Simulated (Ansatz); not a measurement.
ZnO, h-MgO type, relaxed with r2SCAN, was run in the plane-wave code Ansatz under altered settings. All numbers are computed, without spin polarisation but where a row says otherwise.

```
Zn O
1.0
     3.41653    0.00000    0.00000
    -1.70827    2.95880    0.00000
     0.00000    0.00000    4.47757
Zn O
2 2
Direct
  0.33333 0.66667 0.25000
  0.66667 0.33333 0.75000
  0.66667 0.33333 0.25000
  0.33333 0.66667 0.75000
```

The base run's other keys:
```yaml
kpoints:
  mp_grid: { grid: [6, 6, 4] }
hamiltonian:
  xc: hse06
scf:
  occupations: { method: fixed }
  n_extra_bands: 5
```

It takes 14 iterations with 891 plane waves at 420 eV and 21 k points, and leaves a mean stress of +1.38 GPa. The gap over this mesh is 2.728 eV. It ran on 4 threads of Arm Neoverse V2, with other jobs on the host.

Outcomes, with energy and stress as changes against the base:
```csv
setting,outcome,ΔF (meV/atom),Δ mean stress (GPa),gap on the mesh (eV),iterations,wall time
"PBE hybrid, exx coeff 0.3, unscreened",converged,–,-1.2,3.924,18,14 s
"PBE hybrid, exx coeff 0.35, unscreened",converged,–,-2.1,4.431,18,16 s
scf.mixing.beta: -0.3,refused,–,–,–,–,0.01 s
scf.occupations: methfessel_paxton 0.001,converged,0.0,0.0,2.728,14,15 s
```
A dash marks a value that wasn't obtained or can't be compared. Stress is positive in compression. The base took 17 s.

- PBE hybrid, exx coeff 0.3, unscreened. That is 30 % exact exchange, at all ranges, against HSE06's 25 % screened at 0.208 1/Å. The mean stress moves by -1.2 GPa and the gap on the mesh by +1.195 eV (to 3.924). Totals of different functionals aren't comparable.
- PBE hybrid, exx coeff 0.35, unscreened. That is 35 % exact exchange, at all ranges, against HSE06's 25 % screened at 0.208 1/Å. The mean stress moves by -2.1 GPa and the gap on the mesh by +1.703 eV (to 4.431). Totals of different functionals aren't comparable.
- scf.mixing.beta: -0.3. The input is refused before any iteration. Error: invalid value for `scf.mixing.beta`: must be finite and in (0, 1]; got -0.3

Within 1 meV an atom, 0.1 GPa and 0.005 eV of the base stay: scf.occupations: methfessel_paxton 0.001.

The program warns that its thresholds are loose for a hybrid's stress.

The meshes of the hybrids are coarse, so their gaps aren't converged to the digits shown.
